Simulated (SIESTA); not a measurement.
CoO:

```
Co O
1.0
    -1.50800    1.50800    2.10725
     1.50800   -1.50800    2.10725
     1.50800    1.50800   -2.10725
Co O
1 1
Cartesian
  0.0000 0.0000 0.0000
  0.0000 0.0000 2.1072
```

Base run:

| Property | Result |
| --- | --- |
| Program | SIESTA 5.4.2 |
| Functional | PBE |
| Potentials or basis | PseudoDojo 0.4 standard (PBE files) |
| Basis | DZP (energy shift 0.003 Ry; two zetas on semicore shells) |
| Grid cutoff | 800 Ry |
| Energy shift | 0.003 Ry |
| k mesh | 12 × 12 × 12 |
| Occupations | fermi-dirac, width 0.05 eV |
| Spin | collinear spin, ferromagnetic start |
| Starting moments | [2.0, 0.0] μB |

Its results: band gap on the k mesh none (metal or under the smearing width); pressure 1.3 GPa; net moment 2.98 μB per cell; site moments Co +2.61; O +0.36 μB.

Question: The run is repeated on the same cell with these changes: functional from PBE to PBEsol; potentials or basis from PseudoDojo 0.4 standard (PBE files) to PseudoDojo 0.4 standard (PBEsol files). What comes out?

Answer: Band gap on the k mesh none (metal or under the smearing width); pressure -8.1 GPa; net moment 2.96 μB per cell; site moments Co +2.59; O +0.37 μB.

Caveats: short orbitals over semicore shells can move pressures by several GPa; the basis of atomic orbitals isn't converged, which shifts pressures, moduli and gaps; a cell with one magnetic atom can't hold antiferromagnetic order, which such compounds often take; semilocal functionals often make such compounds metallic where correlation or magnetic order opens a gap, which also shifts bond lengths.

Not every run made on this cell is shown here.
